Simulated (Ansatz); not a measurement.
# C(111) slab, H on the bottom face (45 atoms): support functions against a reference, part 3 of 3

Aim: test how closely localised support functions follow the reference on C(111) slab, H on the bottom face (45 atoms), and at what cost. A setting counts as converged where the r.m.s. difference of forces stays under 1 % of the r.m.s. force.

Ansatz 0.2.0; Kohn-Sham DFT, PBE+D3(BJ), PAW (set soft_2), plane waves.

The cell: 36 C and 9 H. Beside vacuum, support functions can miss their usual error bounds without a warning. The main run has no spin polarisation.

So far. Step 12 (Support functions medium, radius 4.82 Å): Forces differ from the reference by 0.62 meV/Å r.m.s., 0.035 % of their size, well within a tolerance of 1 %; the energy by -0.19 meV/atom. It took 9.0 times the reference's time (shared host, so rough).

### 14. Other settings

Changed here: hamiltonian.pseudopotentials.kind = "paw", hamiltonian.pseudopotentials.source = "jth" and scf.mixing.preconditioner = "kerker_dos".

This step: Kohn-Sham DFT, PBE+D3(BJ), PAW (jth set), plane waves (Ansatz 0.2.0).

input.yaml reads:

```yaml
crystal:
  lattice:
    - [7.56675, 0.0, 0.0]
    - [-3.78337, 6.553, 0.0]
    - [0.0, 0.0, 15.66426]
  atoms:
    [... the 45 atom lines of step 2 ...]
kpoints:
  mp_grid: { grid: [2, 2, 1] }
hamiltonian:
  xc: pbe
  dispersion: d3bj
  pseudopotentials: { kind: paw, source: jth }
scf:
  occupations: { method: fermi_dirac, width: 0.025 }
  mixing: { preconditioner: kerker_dos }
output:
  forces: true
  populations: true
  dos:
    method: { smearing: { sigma: 0.1 } }
    de: 0.1
    projected:
      site_lists:
        C: [C]
        H: [H]
        slab: [0, 1, 2, 3, 4, 5, 6, 7, 8, 9, 10, 11, 12, 13, 14, 15, 16, 17, 18, 19, 20, 21, 22, 23, 24, 25, 26, 27, 28, 29, 30, 31, 32, 33, 34, 35]
        hydrogen: [36, 37, 38, 39, 40, 41, 42, 43, 44]
  eigenvalues: true
```

On the command line:

```sh
$ ansatz run input.yaml --threads 4 --pin off --max-ram 8192MiB --backend cpu --events-out ev --progress --plain --runs-dir out
```

Numbers of over 12 decimals in the logs are rounded to 6 here.

The log of the run:

```text
Warning: <dir> the checks of this C dataset prove no rule for summing its radial tables, as where they were carried onto another mesh than they were made on, and Gregory's rule is taken, under which a leading mesh point left out moves its sums only by what lay on the interval it spanned. [...]
Warning: <dir> the checks of this H dataset prove no rule for summing its radial tables, as where they were carried onto another mesh than they were made on, and Gregory's rule is taken, under which a leading mesh point left out moves its sums only by what lay on the interval it spanned. [...]
[...]
Crystal: 45 atoms, lattice volume = 776.711 Å³
Basis set: ecut = 780 eV, 38507 PW (Γ), exchange–correlation on 200×200×432 points (8 copies of the dense FFT grid, shifted against one another)
Bands: 122, of which v1, the nominal top of the filled ones, is band 77 counted from 1 (76 counted from 0)
Symmetry: 1 space group operations
[...]
k-points: 4
[...]
SCF iter   1: F=—  HF=-9173.228429 eV  |F-HF|=—  |Δ(HF+E_count)|=         —  Δρ=7.91e-2  dr2=4.84e1  ethr=3.10e-3  ⟨swp⟩=8.8  Hψ=3879  notcnv=0  defer=76
SCF iter   2: F=—  HF=-9167.426509 eV  |F-HF|=—  |Δ(HF+E_count)|=    5.80e0  Δρ=6.28e-2  dr2=4.01e1  ethr=3.10e-3  ⟨swp⟩=3.8  Hψ=915  notcnv=0  defer=142
[...]
SCF iter  71: F=—  HF=-9156.998108 eV  |F-HF|=—  |Δ(HF+E_count)|=   4.39e-4  Δρ=7.07e-4  dr2=7.80e-3  ethr=6.54e-7  ⟨swp⟩=29.5  Hψ=5791  notcnv=0
[...]
iteration 71: the SCF's residuals had fallen too slowly under its mixing. It goes on by minimising its free energy, and can end on another state than longer mixing would; under `scf.algorithm: density_mixing` no SCF does so, but by `scf.convergence.dm_fallback`
SCF iter  72: F=—  HF=-9156.999804 eV  |F-HF|=—  |Δ(HF+E_count)|=   1.70e-3  Δρ=5.66e-4  dr2=5.17e-3  ethr=6.54e-7  ⟨swp⟩=18.5  Hψ=4545  notcnv=0
SCF iter  73: F=—  HF=-9156.999650 eV  |F-HF|=—  |Δ(HF+E_count)|=   1.54e-4  Δρ=1.02e-4  dr2=1.84e-4  ethr=6.54e-7  ⟨swp⟩=8.0  Hψ=2442  notcnv=0
[...]
SCF iter  77: F=-9156.999638 eV  HF=-9156.999638 eV  |F-HF|=6.01e-9  |Δ(HF+E_count)|=   1.02e-9  Δρ=6.79e-7  dr2=7.00e-9  ethr=3.26e-11  ⟨swp⟩=2.8  Hψ=1253  notcnv=0
SCF iter  78: F=-9156.999638 eV  HF=-9156.999638 eV  |F-HF|=6.08e-9  |Δ(HF+E_count)|=    0.00e0  Δρ=6.82e-7  dr2=7.07e-9  ethr=4.58e-12  ⟨swp⟩=1.2  Hψ=1403  notcnv=0
SCF 1 converged in 78 iterations: F = -9156.999638 eV  dr2 = 7.07e-9
[...]
SCF converged after 78 iterations
Free energy (F): -9156.999638 eV
[...]
Internal energy: -9156.861206 eV  (E = F + TS)
E sigma→0 (E₀):  -9156.930422 eV
Entropy (-TS):   -0.138433 eV (-3.076 meV/atom)
Fermi energy:    0.753516 eV
[...]
Σ components = -9156.999638   (vs F -9156.999638, Δ=0.00e0)
--- Forces (eV/Å), atoms counted from 1 ---
  atom   1  C      0.41430632    -0.81942645    -1.17168037
  atom   2  C      0.80491693     0.20343860     0.87544941
  atom   3  C     -0.02584578    -0.30453037    -4.28277705
  atom   4  C      0.08103746     0.03953151     4.55470069
[...]
atom  45  H      0.12182659    -0.05764967    -0.54813938
  max |Σ_I F_I| component: 2.26e-4 eV/Å
--- Band table (eV) ---
[...]
--- Löwdin populations: 45 sites ---
  site symbol       q [e]
     0      C      3.9376
     1      C      4.1319
     2      C      3.9694
[...]
44      H      0.8271
  spilling = 0.007231 (of n_electrons = 153.000000)
```

Run time: 94 s. Hardware: 4 threads of AMD EPYC 9R45, shared host; peak memory 5.6 GiB.

Notices of the run: radial quadrature taken.

Forces differ from the reference by 7.3 meV/Å r.m.s., 0.41 % of their size.

### 15. The ladder side by side

Differences are against the plane-wave reference (Kohn-Sham DFT, PBE+D3(BJ), PAW (set soft_2), plane waves), whose r.m.s. force component is 1.78 eV/Å. Energies are set beside the reference only for runs with its functional, potentials and electron count. Times are for 4 threads of AMD EPYC 9R45, shared host. The reference's time includes the DOS and grids, which some other runs skip.

```tsv
run	Δ force, r.m.s. (meV/Å)	share of r.m.s. force (%)	Δ energy (meV/atom)	cycles	time	host memory (GiB)
reference	-	-	-	17	6.1 s	2.1
plane waves at 750 eV (750 eV)	3.01	0.169	-3.67	17	10 s	4.6
hamiltonian.pseudopotentials.kind = "paw", hamiltonian.pseudopotentials.source = "jth" and scf.mixing.preconditioner = "kerker_dos"	7.31	0.411	-	78	94 s	5.6
```

### 16. All settings compared

Each row is set against the run with plane waves at 750 eV (Kohn-Sham DFT, PBE+D3(BJ), PAW (set soft_2), plane waves; r.m.s. force component 1.78 eV/Å). Energies are set beside the reference only for runs with its functional, potentials and electron count. Times are for 4 threads of AMD EPYC 9R45, shared host.

```tsv
run	Δ force, r.m.s. (meV/Å)	share of r.m.s. force (%)	Δ energy (meV/atom)	cycles	time	host memory (GiB)
reference	-	-	-	17	10 s	4.6
support functions medium	0.662	0.0372	-0.191	22	43 s	1.6
support functions low	0.723	0.0406	-0.192	19	39 s	1.5
support functions high	0.227	0.0128	-0.142	29	2.2 min	3.3
support functions medium, radius 3.12 Å	0.725	0.0408	-0.191	21	43 s	1.6
support functions medium, radius 3.37 Å	0.681	0.0383	-0.191	22	47 s	1.7
support functions medium, radius 3.6 Å	0.648	0.0364	-0.191	21	49 s	1.8
support functions medium, radius 3.86 Å	0.631	0.0355	-0.191	21	56 s	2.0
support functions medium, radius 4.34 Å	0.615	0.0345	-0.191	21	71 s	2.3
support functions medium, radius 4.82 Å	0.623	0.035	-0.191	21	91 s	2.7
```

### 17. The first run in detail

The first run, on the default basis, asked for the full analyses, so its electronic structure is set out here.

Neighbours are counted within 1.85 Å (C-C), 1.34 Å (C-H).

Length of the force by element and coordination:

```tsv
element	coordination	atoms	mean length of the force (eV/Å)	spread	least	most
C	all	36	3.14	1.32	1.05	5.21
C	3	9	4.02	0.172	3.60	4.29
C	4	27	2.84	1.41	1.05	5.21
H	all	9	0.964	0.471	0.557	2.01
```

Löwdin charges by element and coordination (they lack the spilled electrons, 0.024 e an atom on average):

```tsv
element	coordination	atoms	mean charge (e)	spread	least	most
C	all	36	-0.0131	0.0756	-0.15	0.0792
C	3	9	0.0161	0.0148	-0.0091	0.0443
C	4	27	-0.0228	0.0846	-0.15	0.0792
H	all	9	0.170	0.0118	0.147	0.182
```

By region:

```tsv
region	atoms	mean length of the force (eV/Å)
slab	36	3.14
hydrogen	9	0.964
```

Density of states as counts of states in windows of 1 eV (from the Fermi level), total and the larger projections:

```tsv
from (eV)	to (eV)	total	slab	C p	C s	H s	hydrogen
-18	-17	2.7	2.6	0.8	1.8	0.1	0.1
-17	-16	7.5	7.2	2.8	4.4	0.2	0.2
-16	-15	7.0	6.7	2.5	4.2	0.2	0.2
-15	-14	3.3	3.2	1.5	1.7	0.1	0.1
-14	-13	7.1	6.7	2.9	3.8	0.4	0.4
-13	-12	1.4	1.4	0.9	0.5	0.0	0.0
-12	-11	10.5	10.0	6.8	3.2	0.4	0.4
-11	-10	8.7	7.8	5.4	2.4	0.7	0.7
-10	-9	7.1	6.6	4.5	2.1	0.4	0.4
-9	-8	4.0	3.7	3.2	0.4	0.3	0.3
-8	-7	19.5	18.2	16.6	1.6	1.1	1.1
-7	-6	4.6	4.3	3.7	0.6	0.3	0.3
-6	-5	23.4	21.4	20.0	1.4	1.9	1.9
-5	-4	10.7	9.8	9.4	0.4	0.8	0.8
-4	-3	11.7	11.5	11.0	0.5	0.1	0.1
-3	-2	2.6	2.6	2.6	0.1	0.0	0.0
-2	-1	3.0	3.0	3.0	0.0	0.0	0.0
-1	0	7.7	7.4	6.6	0.8	0.2	0.2
0	1	11.3	10.7	9.5	1.2	0.4	0.4
1	2	0.0	0.0	0.0	0.0	0.0	0.0
2	3	2.6	0.6	0.4	0.2	0.5	0.5
3	4	1.5	0.3	0.2	0.1	0.3	0.3
4	5	7.1	1.8	1.1	0.7	1.5	1.5
```

Between -21 and -18 eV lie 8 more states.

The levels nearest the highest filled one (over half full), pooled over k-points and spins:

```tsv
level less the highest filled one (eV)	occupation
-0.0244	1.51
-0.024	1.51
-0.0233	1.50
-0.0168	1.39
-0.0137	1.34
0	1.08
0.0064	0.952
0.0089	0.901
0.0166	0.753
0.0208	0.676
0.0246	0.611
0.0277	0.559
```

Planar average of the electrostatic potential energy along the normal, with the Fermi level as zero, after a running mean with a triangular window 4 Å wide at its base:

```tsv
height (Å)	potential energy (eV)
0.0	4.21
0.4	4.08
0.9	3.95
1.3	3.83
1.7	3.70
2.2	3.57
2.6	3.44
3.0	3.30
3.5	3.14
4.1	2.76
4.5	2.27
4.9	1.41
5.4	-0.23
5.8	-2.63
6.2	-5.19
6.7	-7.59
7.1	-9.70
7.5	-11.04
8.0	-11.42
8.4	-11.26
8.8	-10.82
9.3	-9.65
9.7	-7.48
10.2	-4.63
10.6	-1.64
11.0	1.18
11.5	3.39
12.0	4.82
12.5	5.03
12.9	4.99
13.3	4.88
13.8	4.76
14.2	4.64
14.6	4.51
15.1	4.38
15.5	4.25
```

Electrostatic potential energy in the ca plane at fractional y = 0.000, with atoms of C and H within 0.2 Å of it. With pseudopotentials it is smooth inside the atoms' cores, unlike the true potential.

Ten even steps from '0' (-30 eV) to '9' (6 eV), each cell a mean:
```
99999999999999983230005888889999999999999999
99999999999999988774247887778999999999999999
99999999999999999887656776567999999999999999
99999999999999999988656775557999999999999999
99999999999999998886567887678999999999999999
99999999999999986550037888889999999999999999
99999999999999971000006888899999999999999999
99999999999999984230016888889999999999999999
99999999999999988774357887788999999999999999
99999999999999999887656776667999999999999999
99999999999999999988656775557999999999999999
99999999999999998886567887678999999999999999
99999999999999986551037888889999999999999999
99999999999999871010006888899999999999999999
99999999999999983220016888889999999999999999
99999999999999988873257888788999999999999999
99999999999999999887666776667999999999999999
99999999999999999988666776567999999999999999
99999999999999998887567887778999999999999999
99999999999999986662137888889999999999999999
99999999999999871020005888899999999999999999
```
Columns run along c (15.7 Å; values clipped at the 3rd and 97th percentile), rows up along a (7.6 Å). Atoms in or near the plane, at fractional coordinates: C at (0.45, 0.33), C at (0.45, 0.67), C at (0.46, 0.00), H at (0.38, 0.33), H at (0.38, 0.67), H at (0.38, 0.00).

Valence density in the ca plane at fractional y = 0.000, with atoms of C and H within 0.2 Å of it. It is the smooth field of the valence electrons, not physical close to the nuclei.

Ten even steps from '0' (0.0 e/Å³) to '9' (1.9 e/Å³), each cell a mean:
```
00000000000000003668973100110000000000000000
00000000000000001224763112321000000000000000
00000000000000000012443224652100000000000000
00000000000000000002343225763100000000000000
00000000000000000113543113432000000000000000
00000000000000002457862101110000000000000000
00000000000000015999972000000000000000000000
00000000000000003678962100100000000000000000
00000000000000001234652112221000000000000000
00000000000000000012443224652100000000000000
00000000000000000001343235763100000000000000
00000000000000000113542113432000000000000000
00000000000000002356862101111000000000000000
00000000000000015999962000000000000000000000
00000000000000003778962100110000000000000000
00000000000000001235652112221000000000000000
00000000000000000012442124652100000000000000
00000000000000000001332225763100000000000000
00000000000000000113442113432000000000000000
00000000000000001346762101110000000000000000
00000000000000015989973100000000000000000000
```
Columns run along c (15.7 Å), rows up along a (7.6 Å). Atoms in or near the plane, at fractional coordinates: C at (0.45, 0.33), C at (0.45, 0.67), C at (0.46, 0.00), H at (0.38, 0.33), H at (0.38, 0.67), H at (0.38, 0.00).

Mean Löwdin charges: C -0.01, H +0.17 e (they miss 0.69 % of the electrons, so they add up to more than the cell's charge). Charges this small depend on the projection, at times even in sign. Within 0.4 eV of the Fermi level the largest share is C p (85 % of the projected weight). The potential slopes across the vacuum by 0.29 eV/Å: the slab bears a dipole, and with periodic images along the normal there is no flat vacuum level to read.

### 18. Local order

Bonds and neighbours are counted at the geometry of the runs.

Normalised to the volume that the atoms fill. Pair distribution functions g(r), in bins of 0.2 Å:

```tsv
r (Å)	total	C-C	C-H	H-H
1.00	0.69	0.00	2.14	0.00
1.20	0.18	0.00	0.55	0.00
1.40	0.26	0.40	0.00	0.00
1.60	2.70	4.22	0.00	0.00
1.80	0.00	0.00	0.00	0.00
2.00	0.00	0.00	0.00	0.00
2.20	0.65	0.00	2.03	0.00
2.40	0.73	1.05	0.00	1.36
2.60	2.63	3.39	0.15	10.45
2.80	0.81	0.08	2.35	0.00
3.00	1.67	2.61	0.00	0.00
3.20	0.05	0.00	0.16	0.00
3.40	0.45	0.01	1.36	0.00
3.60	0.50	0.73	0.11	0.00
3.80	0.67	1.02	0.05	0.00
4.00	0.52	0.53	0.56	0.00
4.20	0.48	0.01	1.48	0.00
4.40	1.57	1.96	0.48	3.93
4.60	0.87	0.87	0.97	0.00
4.80	0.01	0.01	0.02	0.00
5.00	0.83	0.73	0.78	2.95
5.20	0.84	0.83	0.98	0.00
5.40	0.39	0.20	0.83	0.00
5.60	0.42	0.58	0.17	0.00
5.80	0.35	0.55	0.00	0.00
6.00	0.16	0.02	0.45	0.00
6.20	0.26	0.26	0.31	0.00
6.40	0.52	0.57	0.48	0.00
```

Bonds by pair of elements; cutoffs follow the first minimum of g(r), held within bounds set by covalent radii, and pairs that aren't listed don't count as bonded:

```tsv
pair A-B	cutoff (Å)	bonds	mean length (Å)	spread (Å)	shortest (Å)	B about A	A about B
C-C	1.85	63	1.54	0.028	1.48	3.5	3.5
C-H	1.34	9	1.09	0.028	1.05	0.25	1
```

How many atoms have how many bonded neighbours:

```tsv
element	mean	1	3	4
C	3.75	0	9	27
H	1	9	0	0
```

Counting bonds as in the table, 75 % of C atoms have 4 and all H atoms have 1 bonded neighbour.

Local excerpt of 14 atoms (numbers count through the whole input) about C20, which bears the longest force among the free atoms; x, y, z are measured from there.

```tsv
atom	x	y	z	distance (Å)	bonds	Löwdin charge (e)	Fx	Fy	Fz (eV/Å)
C20	0.00	0.00	0.00	0.00	4	0.00	-0.52	-0.47	5.16
C17	0.00	-0.02	-1.51	1.51	4	0.05	-0.41	-0.58	-2.05
C23	-0.03	1.46	0.56	1.56	3	-0.01	0.77	-0.57	-3.90
C19	-1.29	-0.71	0.53	1.57	3	0.03	1.00	-0.52	-3.92
C31	1.28	-0.76	0.54	1.58	3	0.01	-0.22	0.56	-3.95
C18	-1.28	0.69	-2.02	2.49	4	-0.14	0.88	1.32	2.13
C30	1.28	0.66	-2.04	2.50	4	-0.15	-0.55	1.67	2.68
C32	2.50	0.03	0.01	2.50	4	0.00	0.92	-1.34	4.80
C24	1.25	2.17	0.03	2.50	4	0.00	0.38	0.43	4.87
C12	-1.23	2.19	0.03	2.51	4	0.01	-1.25	-0.37	4.45
C26	-0.04	-1.49	-2.02	2.51	4	-0.12	1.11	0.45	0.24
C16	-1.25	-2.19	0.02	2.52	4	0.01	-0.90	0.13	4.26
C8	-2.55	-0.02	0.06	2.56	4	0.01	1.07	0.82	4.21
C28	1.29	-2.23	0.02	2.57	4	0.00	-1.20	1.21	4.54
```

The column of bonds counts only the pairs C-C within 1.85 Å, C-H within 1.34 Å; other neighbours, such as metal atoms beside each other in a compound, aren't counted, and periodic images can show an atom twice.

### 19. What came out

```json
{
 "free energy per atom": "-203.4819 eV/atom",
 "r.m.s. force component": "1.78 eV/Å",
 "wall time of the 12 DFT runs": "11 min"
}
```

**Reading.** Against plane waves at 750 eV, the forces differ by 0.66 meV/Å (0.037 %) with support functions medium, and by 0.23 meV/Å in the closest run (support functions high). At 45 atoms the fastest of the runs at a preset level, support functions low, takes 3.9 times the time of plane waves, in 19 SCF cycles against 17. Differences between support functions and plane waves include what basis error the plane-wave run still has. As the radius goes from 3.12 to 4.82 Å, the force difference goes from 0.72 to 0.62 meV/Å (not steadily; the least is 0.61 at 4.34 Å), and the time from 43 s to 91 s.

24 levels are partly filled, by over 2 % (on the run's k-points): no clear gap opens at this level. Levels of broken or missing bonds inside a gap of the host would look the same. Counting bonds as in the table, 75 % of C atoms have 4 and all H atoms have 1 bonded neighbour.

**Limits.** The geometry was built by rule, was displaced at random and isn't relaxed at this level: its force components are 1.8 eV/Å r.m.s. The slab bears a dipole and has periodic images along its normal, so a spurious field crosses the vacuum.

[Logs are printed without paths, hosts, clocks, repeated set-up lines and the standing remarks that a program may print on its own settings, such as how far it seeks lower states.]

[Hosts, paths, dates, database ids (printed as entryN), source tags and the programs' standing remarks are cut or masked in the printed files.]
